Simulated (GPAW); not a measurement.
# BaTiO3 (P4mm) in GPAW: a series of runs

One crystal, BaTiO3, is run at these levels: PBE+U, LDA+U, PBE+D3(BJ); tasks: single point, molecular dynamics.

Program: GPAW 26.7.0. These are calculated values, not measurements. Logs are shortened: lines on timing, memory, paths and dates and some standing lists are left out, and cuts for length are marked. The log counts tension as positive stress, the text compression.

## (1) Starting point

It takes space group P4mm (No. 99, tetragonal). The conventional cell has a = 4.000 Å, b = 4.000 Å, c = 4.018 Å, α = 90.00°, β = 90.00°, γ = 90.00°. Ba (site symmetry 4mm) has 12 O at 2.79 to 2.88 Å as nearest neighbours. Around Ti (site symmetry 4mm) lie 6 O at 1.89 to 2.13 Å. O (site symmetry 2mm) is surrounded by 2 Ti at 2.00 Å. O (site symmetry 4mm) has 2 Ti at 1.89 to 2.13 Å as nearest neighbours.

## (2) Single point, PBE+U

File run.py:

```python
from ase.dft.bandgap import bandgap
from ase.io import write
from ase.spacegroup import crystal
from ase.units import GPa
from gpaw import GPAW, PW, setup_paths

setup_paths.insert(0, '.')

# Ba 1a
# Ti 1b
# O 2c
# O 1b
atoms = crystal(['Ba', 'Ti', 'O', 'O'],
                basis=[[0.0, 0.0, 0.0],
                       [0.5, 0.5, 0.49],
                       [0.0, 0.5, 0.517],
                       [0.5, 0.5, 0.019]],
                spacegroup=99, setting=1,  # P4mm
                cellpar=[3.9998, 3.9998, 4.018, 90.0, 90.0, 90.0],
                primitive_cell=True)

calc = GPAW(mode=PW(650),
            xc='PBE',
            kpts={'size': (6, 6, 6), 'gamma': True},
            occupations={'name': 'fermi-dirac', 'width': 0.05},
            setups={'Ba': 'jth', 'O': 'jth', 'Ti': 'jth:d,3.0'},
            nbands=-16,
            convergence={'density': 1e-05, 'energy': 1e-05},
            maxiter=80,
            txt='gpaw.txt')
atoms.calc = calc
energy = atoms.get_potential_energy()
forces = atoms.get_forces()
stress = atoms.get_stress()
calc.write('gs.gpw')
write('result.traj', atoms)
print(f'Energy: {energy:.6f} eV')
print('Forces (eV/A):')
print(forces.round(4))
print('Stress (GPa):', (stress / GPa).round(3))
print('Fermi level:', round(calc.get_fermi_level(), 4), 'eV')
print(f'Gap: {bandgap(calc)[0]:.4f} eV, direct: {bandgap(calc, direct=True)[0]:.4f} eV')
```

Potentials or basis: JTH PAW 2.0, PBE, pw.

Run with:

```sh
$ OMP_NUM_THREADS=1 python run.py
```

gpaw.txt:

```text
__  _  _
 | _ |_)|_||  |
 |__||  | ||/\| - 26.7.0

Input parameters:
  mode=PW(ecut=650.0),
  convergence={'density': 1e-05, 'energy': 1e-05},
  kpts=MonkhorstPack(size=(6, 6, 6), gamma=True),
  maxiter=80,
  nbands=-16,
  occupations=Occupations(name='fermi-dirac', width=0.05),
  setups={'Ba': 'jth', 'O': 'jth', 'Ti': 'jth:d,3.0'},
  xc=XC(name='PBE')

Diagonalizing LCAO Hamiltonian
Converting LCAO to pw mode
   .---------.
  /|         |
 * |         |
 |O|         |
 | |  OTi    |
 | .---------.
 |/    O    /
 Ba--------*

Atoms  # Å, Bohr magnetons
|   | symbol |        x |        y |        z |    initial magnetic moments |
|---|--------|----------|----------|----------|-----------------------------|
| 0 |     Ba | 0.000000 | 0.000000 | 0.000000 | ( 0.0000,  0.0000,  0.0000) |
| 1 |     Ti | 1.999900 | 1.999900 | 1.968820 | ( 0.0000,  0.0000,  0.0000) |
| 2 |      O | 0.000000 | 1.999900 | 2.077306 | ( 0.0000,  0.0000,  0.0000) |
| 3 |      O | 1.999900 | 0.000000 | 2.077306 | ( 0.0000,  0.0000,  0.0000) |
| 4 |      O | 1.999900 | 1.999900 | 0.076342 | ( 0.0000,  0.0000,  0.0000) |

Unit cell  # Å
| periodic |        x |        y |        z |  lengths |    angles |
|----------|----------|----------|----------|----------|-----------|
|      yes | 3.999800 | 0.000000 | 0.000000 | 3.999800 | 90.000000 |
|      yes | 0.000000 | 3.999800 | 0.000000 | 3.999800 | 90.000000 |
|      yes | 0.000000 | 0.000000 | 4.018000 | 4.018000 | 90.000000 |

Number of symmetries: 8
Symmetry operations  # r_c * U_cc + t_c -> r_c
|   | kind |            matrix            |
|---|------|------------------------------|
| 0 |  E   |  1, 0, 0,  0, 1, 0,  0, 0, 1 |
| 1 |  σ   |  1, 0, 0,  0,-1, 0,  0, 0, 1 |
| 2 |  σ   |  0, 1, 0,  1, 0, 0,  0, 0, 1 |
| 3 |  C4  |  0, 1, 0, -1, 0, 0,  0, 0, 1 |
| 4 |  C4  |  0,-1, 0,  1, 0, 0,  0, 0, 1 |
| 5 |  σ   |  0,-1, 0, -1, 0, 0,  0, 0, 1 |
| 6 |  σ   | -1, 0, 0,  0, 1, 0,  0, 0, 1 |
| 7 |  C2  | -1, 0, 0,  0,-1, 0,  0, 0, 1 |

BZ-sampling:
  Number of BZ points: 216
  Number of IBZ points: 40

  Monkhorst-Pack size: [6, 6, 6]
  Monkhorst-Pack shift: [0.08333333333333333, 0.08333333333333333, 0.08333333333333333]

K-points  # in reciprocal-cell coordinates
|     |                                coordinates |     weight |
|-----|--------------------------------------------|------------|
|   0 | (  0.00000000,   0.00000000,   0.00000000) | 0.00462963 |
|   1 | (  0.00000000,   0.00000000,   0.16666667) | 0.00925926 |
|   2 | (  0.00000000,   0.00000000,   0.33333333) | 0.00925926 |
|   3 | (  0.00000000,   0.00000000,   0.50000000) | 0.00462963 |
|   4 | (  0.16666667,   0.00000000,   0.00000000) | 0.01851852 |
|   5 | (  0.16666667,   0.00000000,   0.16666667) | 0.03703704 |
|   6 | (  0.16666667,   0.00000000,   0.33333333) | 0.03703704 |
|   7 | (  0.16666667,   0.00000000,   0.50000000) | 0.01851852 |
|   8 | (  0.16666667,   0.16666667,   0.00000000) | 0.01851852 |
|   9 | (  0.16666667,   0.16666667,   0.16666667) | 0.03703704 |
| ... |                                            |            |
|  39 | (  0.50000000,   0.50000000,   0.50000000) | 0.00462963 |

Plane wave coefficients: 2469
Cutoff: 650.0 eV

Spin-components: 1 (collinear spins)
Bands:           36
Projectors:      24
Spin-degeneracy: 2
Datatype:        complex128

Density:
  Valence electrons: 40.0
  Components: 1
  Grid points: [24 24 24]
  Charge: 0.0  # |e|

Potential:
  Grid points: [24 24 24]

species:
  Ba:
    name:    Barium
    Z:       56.0
    valence: 10
    core:    46
    charge:  0.0  # [|e|]
    compensation charges:
      type: sinc
      rc: 1.01  # [Å]
      lmax: 2
    cutoffs:
      filter: 1.23  # [Å]
      core: 2.34  # [Å]
    projectors
    | kind |    occ | energy [eV] | rcut [Å] |
    |------|--------|-------------|----------|
    |   5s |  2.000 |     -33.675 |    1.065 |
    |   6s |  2.000 |      -3.230 |    1.065 |
    |   5p |  6.000 |     -18.737 |    1.225 |
    |    p |        |      40.817 |    1.225 |
    |   5d |  0.000 |      -2.019 |    1.225 |
    |    d |        |      27.211 |    1.225 |

    Using partial waves for Ba as LCAO basis

  Ti:
    name:    Titanium
    Z:       22.0
    valence: 12
    core:    10
    charge:  0.0  # [|e|]
    Hubbard: {U: 3.0,  # eV
              l: 2,
              scale: True}
    compensation charges:
      type: bessel
      rc: 1.06  # [Å]
      lmax: 2
    cutoffs:
      filter: 1.22  # [Å]
      core: 1.02  # [Å]
    projectors
    | kind |    occ | energy [eV] | rcut [Å] |
    |------|--------|-------------|----------|
    |   3s |  2.000 |     -59.323 |    1.221 |
    |   4s |  1.000 |      -3.729 |    1.221 |
    |   3p |  6.000 |     -35.705 |    1.112 |
    |    p |        |      20.409 |    1.112 |
    |   3d |  3.000 |      -1.915 |    1.112 |
    |    d |        |       4.082 |    1.112 |

    Using partial waves for Ti as LCAO basis

  O:
    name:    Oxygen
    Z:       8.0
    valence: 6
    core:    2
    charge:  0.0  # [|e|]
    compensation charges:
      type: sinc
      rc: 0.64  # [Å]
      lmax: 2
    cutoffs:
      filter: 0.75  # [Å]
      core: 0.85  # [Å]
    projectors
    | kind |    occ | energy [eV] | rcut [Å] |
    |------|--------|-------------|----------|
    |   2s |  2.000 |     -23.962 |    0.749 |
    |    s |        |      27.211 |    0.749 |
    |   2p |  4.000 |      -9.031 |    0.749 |
    |    p |        |      27.211 |    0.749 |

    Using partial waves for O as LCAO basis

Reference energy: -250728.271366  # eV

eigensolver:
  PPCG
  Converge bands: occupied
  niter=2

density mixing:
  MSR1-Mixer
  Pratt-step length: 0.05
  Maximum mixing coefficient: 0.75
  Old densities: 10
  SVD Regularization: 0.005
  Good broyden scale: 1.0
  Trust region scale: 1.0
  Backstep threshold: 4.0
  History deletion threshold: 6.0
  Fourier metric: weight=20.0, sigma=0.015

occupation numbers:
  Fermi-Dirac:
    width: 0.0500  # eV

poisson solver:
  ecut: 5200.0  # eV

xc functional:
  name: PBE with 2 nearest neighbor stencil

convergence criteria:
- Maximum integral of absolute [dens]ity change: 1e-05 electrons / valence electron
- Maximum [total energy] change in last 3 cyles: 1e-05 eV / valence electron
- Maximum integral of absolute [eigenst]ate change: 4e-08 eV^2 / valence electron
maximum number of iterations: 80

SCF iterations
|iter     | |      energy | eigst |  dens |
|---------|-|-------------|-------|-------|
|iter:   1| |  -60.963320 | +0.09 |       |
|iter:   2| |  -55.428894 | -1.35 | -0.52 |
|iter:   3| |  -39.198681 | -0.30 | -0.57 |
|iter:   4| |  -38.765402 | -1.23 | -1.08 |
|iter:   5| |  -37.466175 | -1.74 | -1.16 |
|iter:   6| |  -37.469259 | -2.57 | -1.74 |
|iter:   7| |  -37.461082 | -3.45 | -2.14 |
|iter:   8| |  -37.462249 | -3.75 | -2.56 |
|iter:   9| |  -37.461984 | -5.10 | -2.92 |
|iter:  10| |  -37.461999c| -6.14 | -3.47 |
|iter:  11| |  -37.461998c| -7.52c| -4.16 |
|iter:  12| |  -37.461998c| -8.03c| -4.76 |
|iter:  13| |  -37.461998c| -8.60c| -5.46c|

Converged in 13 steps
Energy contributions relative to reference atoms: (reference = -250728.271366)

Energy contributions:
  Kinetic:          51.604711
  Coulomb:         -56.697507
  Zero:             -0.342494
  External:          0.000000
  Xc:              -32.026708
  Entropy:          -0.000000
  Spinorbit:         0.000000
  ----------------------------
  Free energy:     -37.461998
  Extrapolated:    -37.461998

dipole moment: (-45.225396, -45.225396, -43.822160)  # |e|*Ang

Fermi level: 7.759
Eigenvalues  # (at kpt = [0.000, 0.000, 0.000])
| band index |      eig [eV] | occ [0-2] |
|------------|---------------|-----------|
|          0 |       -50.824 |     2.000 |
|        ... |               |           |
|         12 |         4.324 |     2.000 |
|         13 |         4.324 |     2.000 |
|         14 |         5.523 |     2.000 |
|         15 |         5.523 |     2.000 |
|         16 |         5.600 |     2.000 |
|         17 |         6.418 |     2.000 |
[... 8 lines left out ...]
|         26 |        11.795 |     0.000 |
|         27 |        13.994 |     0.000 |
|        ... |               |           |
|         35 |        27.067 |     0.000 |

Gap: 2.288 eV
Transition (v -> c):
  (s=0, k=39, n=19, [0.50, 0.50, 0.50]) -> (s=0, k=0, n=20, [0.00, 0.00, 0.00])
Direct/indirect transitions are different
Direct gap: 2.589 eV
Transition at: (s=0, k=0, n=19, [0.00, 0.00, 0.00])

Forces  # eV/Ang
|        x |       y |        z |
|----------|---------|----------|
|  0.00000 | 0.00000 |  0.06080 |  # Ba   0
| -0.00000 | 0.00000 |  0.30030 |  # Ti   1
|  0.00000 | 0.00000 | -0.13979 |  # O    2
|  0.00000 | 0.00000 | -0.13979 |  # O    3
|  0.00000 | 0.00000 | -0.08080 |  # O    4

Stress tensor  # eV/Ang^3
|         x |         y |         z |
|-----------|-----------|-----------|
| -0.032187 |  0.000000 |  0.000000 |
|  0.000000 | -0.032187 |  0.000000 |
|  0.000000 |  0.000000 | -0.039253 |

# Writing to gs.gpw (mode='')
```

Run time: 85 s. Hardware: 1 thread of Arm Neoverse V1, shared host; peak memory 0.24 GiB.

Results:

- Free energy: -37.4620 eV
- Pressure: 5.5 GPa
- Largest force: 0.300 eV/Å
- Band gap on the k mesh: 2.29 eV, indirect (least direct gap 2.59 eV)

Forces in eV/Å, atoms in the order of the input:
```
Ba   0.000  0.000  0.061
Ti   0.000  0.000  0.300
O    0.000  0.000 -0.140
O    0.000  0.000 -0.140
O    0.000  0.000 -0.081
```

Levels at points of the mesh, in eV from the valence-band top:
```csv
k point,band 16,band 17,band 18,band 19,band 20,band 21,band 22,band 23,band 24,band 25
"(0.00, 0.00, 0.00)",-1.23,-1.15,-0.33,-0.30,-0.30,2.29,2.45,2.45,3.99,4.04
"(0.00, 0.00, 0.50)",-1.96,-1.87,-1.87,-0.76,-0.76,2.48,3.99,4.05,4.05,5.94
"(0.50, 0.00, 0.00)",-1.95,-1.76,-1.69,-0.97,-0.89,2.62,4.01,4.02,4.02,5.82
"(0.50, 0.00, 0.50)",-2.62,-1.84,-0.92,-0.90,-0.16,4.04,4.07,4.45,4.79,7.57
"(0.50, 0.50, 0.00)",-2.66,-1.89,-0.98,-0.98,-0.08,4.04,4.04,4.49,4.65,7.62
"(0.50, 0.50, 0.50)",-2.38,-2.34,-0.08,-0.08,0.00,4.68,4.68,4.71,6.49,6.65
```

Caveat: the cutoff is short for stress and forces, so pressures can be off by a GPa or more; this set's barium file shifts pressures by 1.5 GPa and gaps by 0.1 eV against other sets; the program truncates these outside data sets; spin-orbit coupling is left out, which moves the levels of the heavy elements.

(Part 1 of 2 ends here.)
